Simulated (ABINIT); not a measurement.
The system is GaP.

```
Ga P
1.0
     0.00000    2.72525    2.72525
     2.72525    0.00000    2.72525
     2.72525    2.72525    0.00000
Ga P
1 1
Direct
  0.00000 0.00000 0.00000
  0.75000 0.75000 0.75000
```

Program: ABINIT 10.8.3 (patched build). Alike in all runs: no spin polarisation; cell as given; smearing fermi-dirac 0.05 eV. Hardware: 1 thread of Arm Neoverse V1, with other jobs on the host.

Question: Order these runs on this cell by their wall time, lowest first.
A. task band structure; level rPW86PBE; potentials or basis PseudoDojo NC SR PBE v0.4.1 standard; k mesh 8 × 8 × 8; cutoff (eV) 1088; mesh quality not flagged
B. task single point; level r2SCAN; potentials or basis JTH PAW PBE v2.0; k mesh 3 × 3 × 3; cutoff (eV) 653; fine-grid cutoff 1251.72 eV; mesh quality coarse
C. task band structure; level RPBE; potentials or basis JTH PAW PBE v2.0; k mesh 8 × 8 × 8; cutoff (eV) 544; fine-grid cutoff 1088.46 eV; mesh quality not flagged

Answer: B (19 s), C (55 s), A (170 s).

Caveats: some runs use coarse meshes; an odd mesh through Γ misses points on the zone boundary, where band edges often lie (some runs).
